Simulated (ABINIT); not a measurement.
# Al2O3 (Corundum) (R-3c) in ABINIT: relaxation of cell and atoms with LDA

Aim: the relaxation of cell and atoms of Al2O3 (Corundum) with LDA.

Program: ABINIT 10.8.3 (patched build). These are calculated values, not measurements. Logs are shortened: lines on timing, memory, paths and dates and some standing lists are left out, and cuts for length are marked. The log counts tension as positive stress, the text compression.

## 1. The structure

It takes space group R-3c (No. 167, trigonal). The conventional cell has a = 4.760 Å, b = 4.760 Å, c = 12.996 Å, α = 90.00°, β = 90.00°, γ = 120.00°. Around Al (site symmetry 3) lie 6 O at 1.85 to 1.97 Å. O (site symmetry 2) is surrounded by 4 Al at 1.85 to 1.97 Å.

## 2. Relaxation of cell and atoms, LDA

Input file run.abi:

```
# Pseudopotentials
pp_dirpath "./"
pseudos "Al.LDA_PW-JTH.xml, O.LDA_PW-JTH.xml"

# Structure
acell 9.6947165888 9.6947165888 9.6947165888
rprim
     0.4639661786     0.2678709981     0.8443817345
    -0.4639661786     0.2678709981     0.8443817345
     0.0000000000    -0.5357419962     0.8443817345
ntypat 2
znucl 13 8
natom 10
typat 1 1 1 1 2 2 2 2 2 2
xred
     0.8521600000     0.8521600000     0.8521600000
     0.6478400000     0.6478400000     0.6478400000
     0.1478400000     0.1478400000     0.1478400000
     0.3521600000     0.3521600000     0.3521600000
     0.0566800000     0.7500000000     0.4433200000
     0.7500000000     0.4433200000     0.0566800000
     0.4433200000     0.0566800000     0.7500000000
     0.9433200000     0.2500000000     0.5566800000
     0.2500000000     0.5566800000     0.9433200000
     0.5566800000     0.9433200000     0.2500000000
chkprim 0
chksymtnons 0
tolsym 1.0e-6

# Plane-wave basis
ecut 23.0
pawecutdg 45.0
pawovlp -1

# k points
kptopt 1
ngkpt 5 5 5
nshiftk 1
shiftk 0.0 0.0 0.0

# Exchange and correlation
ixc 7

# Bands and occupations
nband 30
occopt 3
tsmear 0.05 eV

# SCF cycle
nstep 100
tolvrs 1.0e-9

# Output
iomode 3
prtwf 0
prtden 0
prteig 0
prtebands 0
enunit 1

# Relaxation
ionmov 2
ntime 60
tolmxf 5.0e-5
optcell 2
dilatmx 1.08
ecutsm 0.5
```

Potentials or basis: JTH PAW LDA v2.0.

Launch:

```sh
$ abinit run.abi > log 2>&1
```

run.abo:

```text
.Version 10.8.3 of ABINIT
 Symmetries : space group R-3 c (#167); Bravais hR (rhombohedral)
================================================================================
 Values of the parameters that define the memory need of the present run
     intxc =       0    ionmov =       2      iscf =      17    lmnmax =       8
     lnmax =       4     mgfft =      48  mpssoang =       2    mqgrid =    3001
     natom =      10  nloc_mem =       2    nspden =       1   nspinor =       1
    nsppol =       1      nsym =      12    n1xccc =       1    ntypat =       2
    occopt =       3   xclevel =       1
       mpw =        3841          nfft =      110592          nkpt =          19
 PAW method is used; the additional fine FFT grid is defined by:
   mgfftf=        64    nfftf =    262144
================================================================================
================================================================================

--------------------------------------------------------------------------------
------------- Echo of variables that govern the present computation ------------
--------------------------------------------------------------------------------
 -outvars: echo values of preprocessed input variables --------
            acell      9.6947165888E+00  9.6947165888E+00  9.6947165888E+00 Bohr
              amu      2.69815390E+01  1.59994000E+01
          chkprim           0
      chksymtnons           0
          dilatmx      1.08000000E+00
             ecut      2.30000000E+01 Hartree
           ecutsm      5.00000000E-01 Hartree
           enunit           1
           ionmov           2
              ixc           7
         kptrlatt        5    0    0      0    5    0      0    0    5
          kptrlen      4.49802061E+01
            natom          10
            nband          30
            ngfft          48      48      48
          ngfftdg          64      64      64
             nkpt          19
            nstep         100
             nsym          12
            ntime          60
           ntypat           2
           occopt           3
          optcell           2
        pawecutdg      4.50000000E+01 Hartree
          pawovlp     -1.0000000000E+00
           prtden           0
        prtebands           0
           prteig           0
            prtwf           0
            rprim      4.6396617860E-01  2.6787099810E-01  8.4438173450E-01
                      -4.6396617860E-01  2.6787099810E-01  8.4438173450E-01
                       0.0000000000E+00 -5.3574199620E-01  8.4438173450E-01
          spgroup         167
           tolsym      1.00000000E-06
[... 1266 lines left out ...]
comment             : '"Double-counting" decomposition of free energy'
band_energy         :  1.50619464888278E+00
Ewald energy        : -8.87518222281539E+01
psp_core            :  7.60061992617779E-01
xc_dc               : -2.07984017233208E+01
PAW spherical_terms :  1.17170126369182E+00
internal            : -1.06112266046282E+02
'-kT*entropy'       :  3.75883816424686E-15
total_energy_dc     : -1.06112266046282E+02
total_energy_dc_eV  : -2.88746185682168E+03
...

--- !EnergyTermsWithPAWCore
iteration_state     : {dtset: 1, itime: 7, icycle: 1, }
comment             : 'Components of total free energy, including PAW core contributions'
Total energy        : -1.41727743304295E+03
Total energy DC     : -1.41727743671810E+03
Total energy (eV)   : -3.85660836482442E+04
Total energy DC (eV): -3.85660837482501E+04
...

 rms coord change=  5.7990E-04   atom, delta coord (reduced):
     1       -0.000173836832     -0.000173836832     -0.000173836832
     2        0.000173836832      0.000173836832      0.000173836832
     3        0.000173836832      0.000173836832      0.000173836832
     4       -0.000173836832     -0.000173836832     -0.000173836832
     5       -0.000900274449     -0.000000000000      0.000900274449
     6       -0.000000000000      0.000900274449     -0.000900274449
     7        0.000900274449     -0.000900274449     -0.000000000000
     8        0.000900274449      0.000000000000     -0.000900274449
     9       -0.000000000000     -0.000900274449      0.000900274449
    10       -0.000900274449      0.000900274449      0.000000000000

 Cartesian components of stress tensor (hartree/bohr^3)
  sigma(1 1)=  3.40511816E-08  sigma(3 2)=  0.00000000E+00
  sigma(2 2)=  3.40512787E-08  sigma(3 1)=  0.00000000E+00
  sigma(3 3)=  8.41593398E-08  sigma(2 1)=  0.00000000E+00

-Cartesian components of stress tensor (GPa)         [Pressure= -1.4932E-03 GPa]
- sigma(1 1)=  1.00182035E-03  sigma(3 2)=  0.00000000E+00
- sigma(2 2)=  1.00182321E-03  sigma(3 1)=  0.00000000E+00
- sigma(3 3)=  2.47605326E-03  sigma(2 1)=  0.00000000E+00

== END DATASET(S) ==============================================================
================================================================================

 -outvars: echo values of variables after computation  --------
            acell      9.6154900475E+00  9.6154900475E+00  9.6154900474E+00 Bohr
           etotal     -1.0611226605E+02
            fcart      3.6136529620E-21  2.3350173608E-21  1.6870764161E-05
                      -5.7931006817E-22  4.4009028691E-22 -1.6870764161E-05
                      -5.7931006817E-22  3.8282220759E-21 -1.6870764161E-05
                      -2.4550328256E-21 -4.5568718014E-21  1.6870764161E-05
                      -1.0325461523E-06 -1.7884223970E-06  4.3748250087E-23
                      -1.0325461523E-06  1.7884223970E-06 -6.1595642695E-23
                       2.0650923046E-06 -1.9954075473E-22  8.0045653927E-23
                       1.0325461523E-06  1.7884223970E-06 -8.6560834920E-24
                       1.0325461523E-06 -1.7884223970E-06  4.3748250087E-23
                      -2.0650923046E-06 -5.3272449790E-22 -6.1595642695E-23
            rprim      4.6449838369E-01  2.6817826685E-01  8.4399150988E-01
                      -4.6449838369E-01  2.6817826685E-01  8.4399150988E-01
                       0.0000000000E+00 -5.3635653370E-01  8.4399150988E-01
           strten      3.4051181584E-08  3.4051278650E-08  8.4159339781E-08
                       0.0000000000E+00  0.0000000000E+00  0.0000000000E+00
           xangst     -3.9003495633E-16  1.0592503056E-16  1.0976513845E+01
                      -3.1497071157E-16  1.2907685874E-16  8.3486483224E+00
                      -7.3118817041E-17  5.3327951992E-17  1.9069275999E+00
                      -1.5503306703E-16  1.0592503056E-16  4.5347931226E+00
                      -1.6407939855E+00 -1.1279656178E-01  5.3681006021E+00
                       7.2271230477E-01  1.4773675546E+00  5.3681006021E+00
                       9.1808168070E-01 -1.3645709929E+00  5.3681006021E+00
                       1.6407939855E+00  1.1279656178E-01  7.5153408429E+00
                      -7.2271230477E-01 -1.4773675546E+00  7.5153408429E+00
                      -9.1808168070E-01  1.3645709929E+00  7.5153408429E+00
             xred      8.5198616317E-01  8.5198616317E-01  8.5198616317E-01
                       6.4801383683E-01  6.4801383683E-01  6.4801383683E-01
                       1.4801383683E-01  1.4801383683E-01  1.4801383683E-01
                       3.5198616317E-01  3.5198616317E-01  3.5198616317E-01
                       5.5779725551E-02  7.5000000000E-01  4.4422027445E-01
                       7.5000000000E-01  4.4422027445E-01  5.5779725551E-02
                       4.4422027445E-01  5.5779725551E-02  7.5000000000E-01
                       9.4422027445E-01  2.5000000000E-01  5.5577972555E-01
                       2.5000000000E-01  5.5577972555E-01  9.4422027445E-01
                       5.5577972555E-01  9.4422027445E-01  2.5000000000E-01
 Calculation completed.
```

Run time: 9.2 min. Hardware: 1 thread of Intel Xeon Platinum 8488C (Sapphire Rapids), shared host; peak memory 0.18 GiB.

What came out:

| Quantity | Value |
| --- | --- |
| Free energy | -2887.4619 eV |
| Relaxed volume | 8.31 Å³/atom |
| Relaxed cell | a = 5.088 Å, b = 5.088 Å, c = 5.088 Å, α = 55.36°, β = 55.36°, γ = 55.36° |
| Space group after relaxing (to 0.05 Å) | R-3c (No. 167) |
| Energy gained by relaxing | 3.7 meV/atom |
| Ionic steps | 7 |
| Pressure after relaxing | 0.0 GPa |
| Band gap on the k mesh | 6.43 eV, direct |
| Valence electrons inside the program's atomic spheres | Al 0.92; O 4.67 |

The path:
| step | energy change (eV) | largest force (eV/Å) | pressure (GPa) | volume (Å³) |
| --- | --- | --- | --- | --- |
| 1 | 0.0000 | 0.1247 | -5.69 | 85.02 |
| 2 | -0.0337 | 0.0786 | -1.39 | 83.55 |
| 3 | -0.0363 | 0.0468 | 0.10 | 83.07 |
| 4 | -0.0365 | 0.0335 | 0.10 | 83.06 |
| 5 | -0.0366 | 0.0050 | 0.01 | 83.10 |
| 6 | -0.0367 | 0.0027 | 0.00 | 83.10 |
| 7 | -0.0367 | 0.0009 | 0.00 | 83.10 |

Final structure:
```yaml
crystal:
  lattice:
    - [2.36351, 1.36457, 4.29448]
    - [-2.36351, 1.36457, 4.29448]
    - [0.00000, -2.72914, 4.29448]
  atoms:
    - { symbol: Al, position: [0.85199, 0.85199, 0.85199] }
    - { symbol: Al, position: [0.64801, 0.64801, 0.64801] }
    - { symbol: Al, position: [0.14801, 0.14801, 0.14801] }
    - { symbol: Al, position: [0.35199, 0.35199, 0.35199] }
    - { symbol: O, position: [0.05578, 0.75000, 0.44422] }
    - { symbol: O, position: [0.75000, 0.44422, 0.05578] }
    - { symbol: O, position: [0.44422, 0.05578, 0.75000] }
    - { symbol: O, position: [0.94422, 0.25000, 0.55578] }
    - { symbol: O, position: [0.25000, 0.55578, 0.94422] }
    - { symbol: O, position: [0.55578, 0.94422, 0.25000] }
```

Levels at points of the mesh, in eV from the valence-band top:
| k point | band 20 | band 21 | band 22 | band 23 | band 24 | band 25 | band 26 | band 27 | band 28 | band 29 |
| --- | --- | --- | --- | --- | --- | --- | --- | --- | --- | --- |
| (0.00, 0.00, 0.00) | -0.52 | -0.52 | -0.04 | -0.04 | 0.00 | 6.43 | 9.09 | 10.76 | 11.55 | 11.55 |
